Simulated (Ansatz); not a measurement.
**(110) slab of zincblende SiC, 13.9 Å thick as cut, ended by H**

Ansatz, PAW, plane waves, no spin–orbit coupling unless named; atoms relaxed with PBEsol, the curve by HSE06. The curve holds the local part of the PAW potentials, so its shape inside matter depends on the files.

```xyz
24
Lattice="2.1784 -2.1784 0.0000 0.0000 0.0000 4.3569 -20.7631 -20.7631 0.0000" Properties=species:S:1:pos:R:3 pbc="T T T"
Si  -12.0165  -16.3683    4.3474
Si   -7.6614  -12.0133    4.3509
Si   -3.3168   -7.6679    4.3408
Si   -9.8396  -14.1914    4.3513
Si   -5.4835   -9.8353    4.3491
Si  -12.0184  -14.1917    2.1715
Si   -7.6621   -9.8356    2.1723
Si  -14.1851  -16.3590    2.1640
Si   -9.8402  -12.0136    2.1726
Si   -5.4855   -7.6588    2.1678
C   -10.9291  -15.2807    1.0828
C    -6.5720  -10.9240    1.0830
C   -13.0851  -17.4375    1.1085
C    -8.7506  -13.1024    1.0835
C    -4.3941   -8.7459    1.0834
C   -10.9297  -13.1030    3.2617
C    -6.5729   -8.7463    3.2605
C   -13.1076  -15.2809    3.2631
C    -8.7511  -10.9245    3.2619
C    -4.4169   -6.5894    3.2853
H    -2.4359   -6.7864    0.8340
H   -13.7293  -18.0813    0.4778
H   -15.0656  -17.2399    3.0149
H    -3.7730   -5.9456    2.6543
```

Planar mean of the electrostatic potential energy along the normal, from the vacuum level:

| z (Å) | v (eV) |
| --- | --- |
| 0.00 | 0.00 |
| 0.29 | 0.00 |
| 0.73 | 0.00 |
| 1.03 | 0.00 |
| 1.32 | 0.00 |
| 1.61 | 0.00 |
| 2.06 | 0.00 |
| 2.35 | 0.00 |
| 2.64 | 0.00 |
| 3.08 | 0.00 |
| 3.38 | 0.00 |
| 3.67 | 0.00 |
| 3.96 | 0.00 |
| 4.40 | -0.01 |
| 4.70 | -0.01 |
| 4.99 | -0.03 |
| 5.43 | -0.12 |
| 5.73 | -0.32 |
| 6.02 | -0.82 |
| 6.31 | -2.34 |
| 6.75 | -4.91 |
| 7.05 | -6.46 |
| 7.34 | -10.90 |
| 7.78 | -16.79 |
| 8.07 | -14.08 |
| 8.37 | -9.26 |
| 8.66 | -8.90 |
| 9.10 | -15.86 |
| 9.40 | -16.71 |
| 9.69 | -12.50 |
| 10.13 | -8.24 |
| 10.42 | -12.30 |
| 10.72 | -16.63 |
| 11.01 | -15.97 |
| 11.45 | -8.92 |
| 11.75 | -8.84 |
| 12.04 | -13.64 |
| 12.48 | -16.68 |
| 12.77 | -12.42 |
| 13.07 | -8.26 |
| 13.36 | -9.83 |
| 13.80 | -16.64 |
| 14.09 | -15.94 |
| 14.39 | -11.08 |
| 14.83 | -8.87 |
| 15.12 | -13.68 |
| 15.42 | -17.04 |
| 15.86 | -12.38 |
| 16.15 | -8.24 |
| 16.44 | -9.86 |
| 16.74 | -14.91 |
| 17.18 | -15.90 |
| 17.47 | -11.03 |
| 17.76 | -8.01 |
| 18.21 | -13.73 |
| 18.50 | -17.05 |
| 18.79 | -14.86 |
| 19.09 | -9.82 |
| 19.53 | -9.93 |
| 19.82 | -14.98 |
| 20.11 | -17.05 |
| 20.55 | -11.03 |
| 20.85 | -8.19 |
| 21.14 | -11.50 |
| 21.44 | -16.03 |
| 21.88 | -13.83 |
| 22.17 | -8.27 |
| 22.46 | -5.50 |
| 22.90 | -3.33 |
| 23.20 | -1.41 |
| 23.49 | -0.53 |
| 23.78 | -0.21 |
| 24.22 | -0.05 |
| 24.52 | -0.02 |
| 24.81 | -0.01 |
| 25.25 | 0.00 |
| 25.55 | 0.00 |
| 25.84 | 0.00 |
| 26.13 | 0.00 |
| 26.57 | 0.00 |
| 26.87 | 0.00 |
| 27.16 | 0.00 |
| 27.60 | 0.00 |
| 27.90 | 0.00 |
| 28.19 | 0.00 |
| 28.48 | 0.00 |
| 28.92 | 0.00 |
| 29.22 | 0.00 |

Problem. How far below the vacuum level do the top filled and the lowest empty level lie, by each functional?

Solution. PBEsol: 5.06 and 3.50 eV (gap 1.56 eV, a 6×4×1 mesh); HSE06: 5.68 and 3.10 eV (gap 2.57 eV, a 4×3×1 mesh). Either level can be a surface state and not a band edge of the crystal.
